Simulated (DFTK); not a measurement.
Runs of DFTK 0.8.2 on ZrC. The structure is cubic, space group Fm-3m (No. 225). Conventional cell: a = 4.730 Å, b = 4.730 Å, c = 4.730 Å, α = 90.00°, β = 90.00°, γ = 90.00°. Zr (site symmetry m-3m) is surrounded by 6 C at 2.37 Å. Around C (site symmetry m-3m) lie 6 Zr at 2.37 Å. 

```tsv
task	level	potentials or basis	k mesh	cutoff (eV)	valence electrons	mesh quality	gap on the mesh (eV)	pressure (GPa)	V0 of scaled cells (Å³/atom)	B0 (GPa)
equation of state	PBE	dojo.nc.sr.pbe.v0_5.standard.upf (PBE)	7 × 7 × 7	1116	C 4, Zr 12	not flagged	-	-	13.06	222
band structure	PBE	cp2k.nc.sr.pbe.v0_1.largecore.gth (PBE, GTH)	9 × 9 × 9	2177	C 4, Zr 12	not flagged	none	-3.6	-	-
equation of state	PBE	SG15 1.2 (PBE)	7 × 7 × 7	1225	C 4, Zr 12	not flagged	-	-	13.05	222
equation of state	AM05	PseudoDojo 0.4 stringent (PBEsol)	6 × 6 × 6	1116	C 4, Zr 12	coarse	-	-	12.70	235
band structure	PBEsol	cp2k.nc.sr.pbe.v0_1.semicore.gth (PBE, GTH)	9 × 9 × 9	2177	C 4, Zr 12	not flagged	none	(b)	-	-
equation of state	PBE	cp2k.nc.sr.pbe.v0_1.largecore.gth (PBE, GTH)	7 × 7 × 7	2177	C 4, Zr 12	not flagged	-	-	13.03	222
band structure	LDA	cp2k.nc.sr.lda.v0_1.largecore.gth (LDA, GTH, large core)	10 × 10 × 10	1551	C 4, Zr 4	not flagged	none	(a)	-	-
equation of state	LDA	dojo.nc.sr.lda.v0_4_1.standard.upf (LDA)	6 × 6 × 6	1116	C 4, Zr 12	coarse	-	-	12.52	247
equation of state	PBEsol	PseudoDojo 0.4 stringent (PBEsol)	6 × 6 × 6	1116	C 4, Zr 12	coarse	-	-	(c)	236
single point	PBEsol	dojo.nc.sr.pbesol.v0_4_1.standard.upf (PBEsol)	10 × 10 × 10	1116	C 4, Zr 12	not flagged	none	-8.3	-	-
```

Alike in all rows: no spin polarisation; cell as given; smearing fermi-dirac 0.05 eV.

**Question.** Estimate the missing entries.

**Answer.** (a) -19.8; (b) -8.4; (c) 12.74.

Caveats: some runs use coarse meshes; GTH potentials come without recommended cutoffs, and this one wasn't checked for convergence (some runs); the potentials were made for another functional, which shifts forces and pressure (some runs); so large a pressure means that the cell lies far from this level's equilibrium, or that cutoff or potentials fall short (some runs); this set keeps more shells in the core, which shifts pressures and gaps (some runs).

A k mesh can miss the band edges, and the runs leave out spin-orbit coupling on Zr.

A gap of «none» marks a metal or a gap under the smearing width.
